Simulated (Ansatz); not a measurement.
# Ytterbium, beta-Sn type under revPBE: from relaxation to bulk modulus

Aim: take ytterbium in the beta-Sn type structure, relax it, solve it on a dense k-mesh, then scale the cell to 7 volumes from 88 to 112 % of the relaxed one and try a fit of the equation of state. Spin polarisation is left out. The k-meshes are 10×10×7 for the relaxation; 16×16×9 for the dense run; 11×11×6 for the volumes.

Program: Ansatz 0.2.0. Level of theory: DFT revPBE, plane waves (420 eV) with PAW, scalar-relativistic; the PAW data stem from PBE, with regenerated cores. These are calculated values, not measurements.

## Step 1: Starting point

The structure is tetragonal, space group I4_1/amd (No. 141). Conventional cell: a = 6.822 Å, b = 6.822 Å, c = 3.725 Å, α = 90.00°, β = 90.00°, γ = 90.00°. Yb (site symmetry -4m2) is surrounded by 6 Yb at 3.54 to 3.73 Å.

Coordinates:

```xyz
2
Lattice="-3.4112 3.4112 1.8625 3.4112 -3.4112 1.8625 3.4112 3.4112 -1.8625" Properties=species:S:1:pos:R:3 pbc="T T T"
Yb    0.0000    0.0000    0.0000
Yb    0.0000    3.4112    0.9313
```

## Step 2: Relaxation of the cell

Contents of input.yaml:

```yaml
crystal:
  lattice:
    - [-3.4112000727, 3.4112000727, 1.8625152397]
    - [3.4112000727, -3.4112000727, 1.8625152397]
    - [3.4112000727, 3.4112000727, -1.8625152397]
  atoms:
    - { symbol: Yb, position: [0.0, 0.0, 0.0] }
    - { symbol: Yb, position: [0.75, 0.25, 0.5] }
hamiltonian:
  xc: revpbe
  pseudopotentials:
    kind: paw
    azcp:
      Yb: "pseudopotentials/Yb.paw.azcp"
basis:
  ecutwfc: 420
  fft_grid_basis: typed
kpoints:
  mp_grid: { grid: [10, 10, 7], shift: [0, 0, 0] }
magnetization:
  spin_polarized: false
scf:
  occupations: { method: fermi_dirac, width: 0.1 }
relax:
  max_steps: 60
  f_tol: 0.01
  cell: {}
```

The runs that follow: The energy on a finer k-mesh; The cell scaled to 88 % of its volume; The cell scaled to 92 % of its volume; The cell scaled to 96 % of its volume; The cell scaled to 100 % of its volume; The cell scaled to 104 % of its volume; The cell scaled to 108 % of its volume; The cell scaled to 112 % of its volume.

Before running it: what results should come out? Wanted: space group; conventional cell; volume; shortest distance; gap on the mesh; relative to fcc; V₀, B₀, B₀′.

As calculated:

```
                      quantity                                   value
space group (spins left aside)                      P6_3/mmc (No. 194)
             conventional cell  a = 3.761 Å, c = 6.184 Å (c/a = 1.644)
                        volume                          37.881 Å³/atom
             shortest distance                                 3.761 Å
               gap on the mesh            none (levels filled in part)
               relative to fcc                            +13 meV/atom
                   V₀, B₀, B₀′           37.789 Å³/atom, 15.7 GPa, 3.6
```

**Reading.** From the guessed start the volume shrank by 12.6 % in 24 steps. The cell has left its prototype: it ends as hcp. What follows belongs to that structure, not to the type named at the start. The mesh has less symmetry than the lattice, which may have let the distortion in. Against the reference form of ytterbium (fcc, computed apart with the same settings) it stands 13 meV/atom higher. No gap shows: it is a metal or semimetal at this level. B₀ comes out at 15.7 GPa, a soft solid; letting shape and positions relax at each volume could only lower it.
